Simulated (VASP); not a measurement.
RbBr:

```
Rb Br
1.0
     0.00000    3.45595    3.45595
     3.45595    0.00000    3.45595
     3.45595    3.45595    0.00000
Rb Br
1 1
Direct
  0.00000 0.00000 0.00000
  0.50000 0.50000 0.50000
```

The cell is a database's computed one.

The cell isn't the ideal one: cell and atoms relaxed from 1.0 times the given volume.

- Program: VASP 6.6.1
- Task: relaxation of cell and atoms
- Functional: PBE
- Potentials or basis: VASP PAW PBE potentials, release 64 (Rb_sv, Br)
- Cutoff: 600 eV
- k mesh: 6 × 6 × 6
- Occupations: fermi-dirac, width 0.02 eV
- Spin: no spin polarisation

At the start: pressure 0.6 GPa; volume 41.28 Å³/atom.

**Question.** Where does the relaxation end?

**Answer.** Over 3 steps the energy falls by 3.8 meV/atom and the volume is 43.23 Å³/atom (+4.7 %); space group Fm-3m (No. 225, to 0.05 Å).

Step by step:
| step | energy change (eV) | largest force (eV/Å) | pressure (GPa) | volume (Å³) |
| --- | --- | --- | --- | --- |
| 1 | 0.0000 | 0.0000 | 0.63 | 82.55 |
| 2 | -0.0056 | 0.0000 | 0.31 | 84.49 |
| 3 | -0.0075 | 0.0000 | 0.02 | 86.46 |

Final structure:
```cif
data_structure
_symmetry_space_group_name_H-M 'P 1'
_symmetry_Int_Tables_number 1
_cell_length_a 4.9633
_cell_length_b 4.9633
_cell_length_c 4.9633
_cell_angle_alpha 60.000
_cell_angle_beta 60.000
_cell_angle_gamma 60.000
_cell_volume 86.46
loop_
_atom_site_label
_atom_site_type_symbol
_atom_site_fract_x
_atom_site_fract_y
_atom_site_fract_z
_atom_site_occupancy
Rb1 Rb 0.00000 0.00000 0.00000 1
Br1 Br 0.50000 0.50000 0.50000 1
```
